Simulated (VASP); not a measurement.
Input of a VASP 6.6.1 run:

Contents of run.py:

```python
from ase import Atoms
from ase.calculators.vasp import Vasp
from ase.dft.bandgap import bandgap

atoms = Atoms(
    ['Sb', 'Ga'],
    cell=[[0.0, 3.059, 3.059], [3.059, 0.0, 3.059], [3.059, 3.059, 0.0]],
    scaled_positions=[[0.75, 0.75, 0.75], [0.0, 0.0, 0.0]],
    pbc=True,
)
calc = Vasp(
    directory='calc',
    xc='revpbe',
    pp='PBE',
    setups='recommended',
    prec='Accurate',
    encut=520,
    ediff=1e-07,
    ismear=-1,
    sigma=0.05,
    lreal=False,
    lasph=True,
    nelm=80,
    algo='Normal',
    isif=2,
    lwave=False,
    lcharg=False,
    ivdw=1,
    kpts=[8, 8, 8],
    gamma=True,
)
atoms.calc = calc

print('energy (eV):', atoms.get_potential_energy())
print('free energy (eV):', atoms.get_potential_energy(force_consistent=True))
print('forces (eV/A):')
print(atoms.get_forces())
print('stress (eV/A^3, Voigt):', atoms.get_stress())
print('Fermi level (eV):', calc.get_fermi_level())
gap, top, bottom = bandgap(calc)
print('band gap (eV):', gap, 'from (spin, k, band)', top, 'to', bottom)
```

Potentials or basis: VASP PAW PBE potentials, release 64 (Sb, Ga_d).

The run is started by

```bash
$ python run.py
```

(1) What does it give for the pressure?

(2) What does it give for the dispersion energy per atom?

(3) Predict the band gap on the k mesh.

Answers

(1) -2.0 GPa.

(2) -0.567 eV.

(3) 0.11 eV, direct.

Caveat: the PAW data sets were made with another functional, which shifts forces and pressure a little; spin-orbit coupling is left out, which moves the levels of the heavy elements.

**The experiment to reproduce.**

From a printed reference work, data compilation, for a bulk crystal of GaSb at 4.2 K: band gap 0.811 eV (direct).

Measured gap of GaSb: 0.811 eV (direct; 4.2 K; a printed reference work, data compilation). This calculation gives 0.11 eV (-0.70 eV). Spin-orbit coupling on Ga, Sb is left out. The value is that of revPBE+D2 on a finite k mesh, which can miss the band edges, without temperature or zero-point motion. Semilocal functionals fall short of measured gaps as a rule.
